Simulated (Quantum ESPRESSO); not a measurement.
# Sb (Pm-3m) in Quantum ESPRESSO: settings compared

One crystal, Sb, is run at these levels: PBEsol, LDA; tasks: single point, band structure, equation of state.

All numbers are computed with Quantum ESPRESSO 7.5; they aren't measurements. Logs are shortened: lines on timing, memory, paths and dates and some standing lists are left out, and cuts for length are marked.

### Step 1. The structure

Symmetry: Pm-3m, No. 221, cubic system. Conventional cell: a = 3.160 Å, b = 3.160 Å, c = 3.160 Å, α = 90.00°, β = 90.00°, γ = 90.00°. Sb (site symmetry m-3m) has 6 Sb at 3.16 Å as nearest neighbours.

This isn't the form of Sb at room conditions, which is rhombohedral.

### Step 2. Single point, PBEsol, 31.54 Å³/atom

Input file pw.in:

```
&CONTROL
  calculation = 'scf'
  prefix = 'pwscf'
  outdir = './tmp'
  pseudo_dir = './pseudo'
  tprnfor = .true.
  tstress = .true.
  disk_io = 'nowf'
/
&SYSTEM
  ibrav = 0
  A = 3.16063194
  nat = 1
  ntyp = 1
  ecutwfc = 45
  ecutrho = 360
  nbnd = 13
  occupations = 'smearing'
  smearing = 'fd'
  degauss = 0.00367493
/
&ELECTRONS
  conv_thr = 2d-10
  electron_maxstep = 120
  mixing_beta = 0.5
/
ATOMIC_SPECIES
Sb   121.7600 sb_pbesol_v1.4.uspp.F.UPF
CELL_PARAMETERS alat
   0.9998000590   -0.0199960012    0.0000000000
  -0.0199960012    0.9998000590    0.0000000000
   0.0000000000    0.0000000000    0.9998000590
ATOMIC_POSITIONS alat
Sb     0.0000000000    0.0000000000    0.0000000000
K_POINTS automatic
8 8 8 0 0 0
```

Potentials or basis: GBRV 1.5 PBEsol.

Command:

```sh
$ OMP_NUM_THREADS=1 mpirun -n 2 pw.x -nk 2 -in pw.in > pw.out
```

pw.out:

```text
This program is part of the open-source Quantum ESPRESSO suite
     for quantum simulation of materials; please cite
[... 13 lines left out ...]
     --------------------
     sticks:   dense  smooth     PW     G-vecs:    dense   smooth      PW
     Sum        1011     507    169                24503     8671    1591

     Using Slab Decomposition

     bravais-lattice index     =            0
     lattice parameter (alat)  =       5.9727  a.u.
     unit-cell volume          =     212.8551 (a.u.)^3
     number of atoms/cell      =            1
     number of atomic types    =            1
     number of electrons       =        15.00
     number of Kohn-Sham states=           13
     kinetic-energy cutoff     =      45.0000  Ry
     charge density cutoff     =     360.0000  Ry
     scf convergence threshold =      2.0E-10
     mixing beta               =       0.5000
     number of iterations used =            8  plain     mixing
     Exchange-correlation= SLA  PW   PSX  PSC
                           (   1   4  10   8   0   0   0)

     celldm(1)=   5.972729  celldm(2)=   0.000000  celldm(3)=   0.000000
     celldm(4)=   0.000000  celldm(5)=   0.000000  celldm(6)=   0.000000

     crystal axes: (cart. coord. in units of alat)
               a(1) = (   0.999800  -0.019996   0.000000 )
               a(2) = (  -0.019996   0.999800   0.000000 )
               a(3) = (   0.000000   0.000000   0.999800 )

     reciprocal axes: (cart. coord. in units 2 pi/alat)
               b(1) = (  1.000600  0.020012 -0.000000 )
               b(2) = (  0.020012  1.000600 -0.000000 )
               b(3) = ( -0.000000 -0.000000  1.000200 )

     PseudoPot. # 1 for Sb read from file:
     sb_pbesol_v1.4.uspp.F.UPF
     Pseudo is Ultrasoft + core correction, Zval = 15.0
     Generated by new atomic code, or converted to UPF format
     Using radial grid of  891 points,  6 beta functions with:
                l(1) =   0
                l(2) =   0
                l(3) =   1
                l(4) =   1
                l(5) =   2
                l(6) =   2
     Q(r) pseudized with  8 coefficients,  rinner =    1.350   1.350   1.350
                                                       1.350   1.350

     atomic species   valence    mass     pseudopotential
     Sb               15.00   121.76000     Sb( 1.00)

      8 Sym. Ops., with inversion, found

   Cartesian axes

     site n.     atom                  positions (alat units)
         1        Sb     tau(   1) = (   0.0000000   0.0000000   0.0000000  )

     number of k points=   105  Fermi-Dirac smearing, width (Ry)=  0.0037

     Number of k-points >= 100: set verbosity='high' to print them.

     Dense  grid:    24503 G-vectors     FFT dimensions: (  40,  40,  40)

     Smooth grid:     8671 G-vectors     FFT dimensions: (  25,  25,  25)

     Check: negative core charge=   -0.000003

     Initial potential from superposition of free atoms

     starting charge      14.0000, renormalised to      15.0000
     Starting wfcs are    9 randomized atomic wfcs +    4 random wfcs

     Self-consistent Calculation

     iteration #  1     ecut=    45.00 Ry     beta= 0.50
     Davidson diagonalization with overlap
     ethr =  1.00E-02,  avg # of iterations =  5.9

     total energy              =    -184.37731655 Ry
     estimated scf accuracy    <       1.05692170 Ry

     iteration #  2     ecut=    45.00 Ry     beta= 0.50
     Davidson diagonalization with overlap
     ethr =  7.05E-03,  avg # of iterations =  2.0

     total energy              =    -184.59399503 Ry
     estimated scf accuracy    <       0.00997535 Ry

     iteration #  3     ecut=    45.00 Ry     beta= 0.50
     Davidson diagonalization with overlap
     ethr =  6.65E-05,  avg # of iterations =  3.5

     total energy              =    -184.59458166 Ry
     estimated scf accuracy    <       0.00127054 Ry

     iteration #  4     ecut=    45.00 Ry     beta= 0.50
     Davidson diagonalization with overlap
     ethr =  8.47E-06,  avg # of iterations =  2.4

     total energy              =    -184.59467598 Ry
     estimated scf accuracy    <       0.00001791 Ry

     iteration #  5     ecut=    45.00 Ry     beta= 0.50
     Davidson diagonalization with overlap
     c_bands:  1 eigenvalues not converged
     ethr =  1.19E-07,  avg # of iterations =  3.4

     total energy              =    -184.59468122 Ry
     estimated scf accuracy    <       0.00000126 Ry

     iteration #  6     ecut=    45.00 Ry     beta= 0.50
     Davidson diagonalization with overlap
     ethr =  8.41E-09,  avg # of iterations =  2.1

     total energy              =    -184.59468146 Ry
     estimated scf accuracy    <       0.00000002 Ry

     iteration #  7     ecut=    45.00 Ry     beta= 0.50
     Davidson diagonalization with overlap
     ethr =  1.21E-10,  avg # of iterations =  2.4

     total energy              =    -184.59468147 Ry
     estimated scf accuracy    <          5.4E-09 Ry

     iteration #  8     ecut=    45.00 Ry     beta= 0.50
     Davidson diagonalization with overlap
     ethr =  3.61E-11,  avg # of iterations =  2.0

     total energy              =    -184.59468147 Ry
     estimated scf accuracy    <          8.5E-10 Ry

     iteration #  9     ecut=    45.00 Ry     beta= 0.50
     Davidson diagonalization with overlap
     ethr =  5.65E-12,  avg # of iterations =  2.0

     End of self-consistent calculation

     Number of k-points >= 100: set verbosity='high' to print the bands.

     the Fermi energy is     9.0794 ev

!    total energy              =    -184.59468148 Ry
     estimated scf accuracy    <          1.4E-11 Ry
     smearing contrib. (-TS)   =      -0.00039854 Ry
     internal energy E=F+TS    =    -184.59428293 Ry

     The total energy is F=E-TS. E is the sum of the following terms:
     one-electron contribution =     -84.07877023 Ry
     hartree contribution      =      49.94151814 Ry
     xc contribution           =     -43.52702172 Ry
     ewald contribution        =    -106.93000912 Ry

     convergence has been achieved in   9 iterations

     Forces acting on atoms (cartesian axes, Ry/au):

     atom    1 type  1   force =     0.00000000    0.00000000    0.00000000

     Total force =     0.000000     Total SCF correction =     0.000000

     Computing stress (Cartesian axis) and pressure

          total   stress  (Ry/bohr**3)                   (kbar)     P=      -48.84
  -0.00033951   0.00001218   0.00000000          -49.94        1.79        0.00
   0.00001218  -0.00033951   0.00000000            1.79      -49.94        0.00
   0.00000000   0.00000000  -0.00031702            0.00        0.00      -46.64

=------------------------------------------------------------------------------=
   JOB DONE.
=------------------------------------------------------------------------------=
```

Run time: 7.4 s. Hardware: 2 MPI ranks of Arm Neoverse V2, shared host; peak memory 0.2 GiB.

What came out:

- Free energy: -2511.5386 eV
- Pressure: -4.9 GPa
- Band gap on the k mesh: none (metal or under the smearing width)

### Step 3. Single point, PBEsol, 31.55 Å³/atom

pw.in, as its differences from that of step 2:

```diff
@@ -11,3 +11,3 @@
   ibrav = 0
-  A = 3.16063194
+  A = 3.160158
   nat = 1
@@ -29,5 +29,5 @@
 CELL_PARAMETERS alat
-   0.9998000590   -0.0199960012    0.0000000000
-  -0.0199960012    0.9998000590    0.0000000000
-   0.0000000000    0.0000000000    0.9998000590
+   0.9999500025   -0.0099995000    0.0000000000
+  -0.0099995000    0.9999500025    0.0000000000
+   0.0000000000    0.0000000000    0.9999500025
 ATOMIC_POSITIONS alat
```

Potentials or basis: GBRV 1.5 PBEsol.

Command:

```sh
$ OMP_NUM_THREADS=1 mpirun -n 2 pw.x -nk 2 -in pw.in > pw.out
```

Run time: 7.4 s. Hardware: 2 MPI ranks of Arm Neoverse V2, shared host; peak memory 0.2 GiB.

The run converged. Its results:

```yaml
Free_energy: -2511.5385 eV
Pressure: -4.9 GPa
Band_gap_on_the_k_mesh: none (metal or under the smearing width)
```

(Continued in part 2 of 2.)
